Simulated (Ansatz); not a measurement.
**MnO: restoring forces**

MnO is deformed so: atom 2 (O) moved by (0.000, 0.000, 0.030) Å. What stress and forces result, by LAPW, PAW and all-electron datasets made for the crystal?

Program: Ansatz 0.2.0. Level of theory: DFT PBE, scalar-relativistic. These are calculated values, not measurements.

## (1) The starting structure

It takes space group Fm-3m (No. 225, cubic). Conventional cell: a = 4.439 Å, b = 4.439 Å, c = 4.439 Å, α = 90.00°, β = 90.00°, γ = 90.00°. Around Mn (site symmetry m-3m) lie 6 O at 2.22 Å. O (site symmetry m-3m) has 6 Mn at 2.22 Å as nearest neighbours.

Coordinates:

```xyz
2
Lattice="0.0000 2.2197 2.2197 2.2197 0.0000 2.2197 2.2197 2.2197 0.0000" Properties=species:S:1:pos:R:3 pbc="T T T"
Mn    0.0000    0.0000    0.0000
O     2.2197    2.2197    2.2197
```

Atoms are numbered in the order of the input: Mn1, O2.

## (2) After the deformation

Space group Fm-3m before, I4mm after.

## (3) All-electron LAPW

Contents of input.yaml:

```yaml
crystal:
  lattice:
    - [0.0, 2.219706655, 2.219706655]
    - [2.219706655, 0.0, 2.219706655]
    - [2.219706655, 2.219706655, 0.0]
  atoms:
    - { symbol: Mn, position: [0.0, 0.0, 0.0], spin: 4.0 }
    - { symbol: O, position: [0.5067576497, 0.5067576497, 0.4932423503] }
magnetization:
  spin_polarized: true
kpoints:
  mp_grid: { grid: [13, 13, 13] }
scf:
  occupations: { method: fermi_dirac, width: 0.05 }
hamiltonian:
  xc: pbe
  pseudopotentials: { kind: all_electron, lapw: { basis_error: 0.001 } }
output:
  forces: true
  stress: true
  eigenvalues: true
```

The run is started by

```console
ansatz run input.yaml --threads 1 --pin off --max-ram 3072MiB --backend cpu --events-out ev --progress --plain --runs-dir out
```

## (4) Frozen-core PAW

input.yaml: that of step 3 with these lines changed.

```diff
@@ -16,3 +16,3 @@
   xc: pbe
-  pseudopotentials: { kind: all_electron, lapw: { basis_error: 0.001 } }
+  pseudopotentials: { kind: paw }
 output:
@@ -21 +21,6 @@
   eigenvalues: true
+  efg: { contact_densities: true }
+  write_density: true
+  write_potential: true
+  elf: true
+  volumetric_format: npy
```

## (5) All-electron PAW on datasets made for the crystal

input.yaml: that of step 4 with these lines changed.

```diff
@@ -16,3 +16,3 @@
   xc: pbe
-  pseudopotentials: { kind: paw }
+  pseudopotentials: { kind: all_electron, datasets: crystal }
 output:
@@ -22,5 +22 @@
   efg: { contact_densities: true }
-  write_density: true
-  write_potential: true
-  elf: true
-  volumetric_format: npy
```

(Steps that only read results are left out.)

What does the calculation give? Wanted: pressure; largest shear or deviatoric stress; force on O2 along the move.

**Answer**, as computed:

```
                                 quantity                                           value
                                 pressure  LAPW 0.11, PAW 0.09, crystal datasets 0.10 GPa
largest shear or deviatoric stress (LAPW)                                        0.11 GPa
               force on O2 along the move                                     -0.112 eV/Å
```

In words: The force on O2 points against the move, a stiffness of 3.73 eV/Å² with all periodic images moving together. No run of the undeformed cell stands beside it, so the pressure holds what the given cell had before the change. PAW: stress within 0.02 GPa of LAPW, forces within 1 meV/Å. Crystal datasets: stress within 0.01 GPa of LAPW, forces within 1 meV/Å. The magnetic state is the one reached from the start moments in this cell; it needn't be the ground state. With one magnetic atom in the cell only ferromagnetic order fits; the real order can differ. No U acts on the open 3d shell, so the metal found here may be the functional's error.
